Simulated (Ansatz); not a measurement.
## ZnO (P6_3mc), zone-centre modes

Theory: DFT PBE, scalar-relativistic, plane waves, PAW (Ansatz 0.2.0). Cutoff 420 eV, Γ-centred 12×12×4 k-points, Gaussian smearing of 0.05 eV. No spin polarisation.

The starting cell (relaxed at this level):

```
Zn O
1.0
     3.27948    0.00000    0.00000
    -1.63974    2.84011    0.00000
     0.00000    0.00000   10.58626
Zn O
4 4
Cartesian
  0.0000 1.8934 0.0080
  0.0000 1.8934 5.3011
  1.6397 0.9467 2.6545
  1.6397 0.9467 7.9476
  0.0000 1.8934 2.0146
  0.0000 1.8934 7.3077
  1.6397 0.9467 4.6611
  1.6397 0.9467 9.9542
```

Harmonic modes by finite displacements of 0.02 Å, without the LO–TO term. The cell doubles the primitive one, so its zone centre also holds the primitive cell's point q = (0, 0, 1/2).

Task: At this geometry, is the structure stable against these modes?

Result: Yes: no mode is imaginary beyond 10 cm⁻¹, and only the three translations lie near zero.

Task: List the wavenumbers in cm⁻¹.

Result: 0, 0, 0, 69, 69, 69, 69, 91, 91, 175, 175, 245, 343, 364, 364, 379, 379, 379, 379, 394, 394, 508, 515, 515.

Cost: 1 run of about 8.1 core-minutes, on Arm Neoverse N1 (shared hosts).